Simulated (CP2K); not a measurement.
CO2 under changes of volume

One of the cells (7.836 Å³/atom); the others are scaled copies at fixed shape and fractional positions:

```
CELL_PARAMETERS angstrom
4.10897 0.00000 0.00000
0.31284 4.09704 0.00000
-2.21091 -2.04852 2.79269
ATOMIC_POSITIONS crystal
O 0.87500 0.95980 0.58480
O 0.37500 0.29020 0.41520
O 0.04020 0.62500 0.91520
O 0.70980 0.12500 0.08480
C 0.00000 0.00000 0.00000
C 0.75000 0.25000 0.50000
```

The cell comes from a database or a generator and needn't be the stable form of this composition.

* Program: CP2K 2026.2
* Functional: PBEsol
* Potentials or basis: POTENTIAL_UZH O GTH-PBE-q6, C GTH-PBE-q4; TZVP-MOLOPT-PBE-GTH basis
* Density cutoff: 8163 eV
* k mesh: 9 × 9 × 9
* Occupations: fermi-dirac, width 0.05 eV
* Spin: no spin polarisation

```tsv
volume (Å³/atom)	energy over the lowest point (meV/atom)	pressure (GPa)	gap on the mesh (eV)	largest force (eV/Å)
7.366	25.79	18.4	7.91	1.270
7.522	11.20	11.6	7.81	0.920
7.679	2.58	5.4	7.71	0.623
7.836	0.00	-0.1	7.62	0.326
7.992	?	?	?	?
8.149	9.73	-9.5	7.36	0.202
8.306	21.05	-13.6	7.22	0.436
```

Problem. What does the run at 7.992 Å³/atom give?

Solution. Energy over the lowest point 2.55 meV/atom; pressure -5.1 GPa; gap on the mesh 7.51 eV; largest force 0.052 eV/Å.

Worked out: A Birch-Murnaghan fit of order 3 (a polynomial in V^(-2/3)) to the other rows has its minimum at 7.84 Å³/atom with B0 = V·E''(V) = 264 GPa and B' = 4.2 at fixed shape and positions, which overstates the stiffness. It gives 2.51 meV/atom at 7.992 Å³/atom, against the run's 2.55, and -dE/dV = -5.0 GPa, against -5.1. A parabola through the other rows of the gap, of slope -6.35 eV per unit of ln V there, gives 7.49 eV, against the run's 7.51.

Energies are extrapolated to zero smearing.

Caveats: the potentials were made for another functional, which shifts forces and pressure; an odd mesh through Γ misses points on the zone boundary, where band edges often lie; the basis of atomic orbitals isn't converged, which shifts pressures, moduli and gaps.
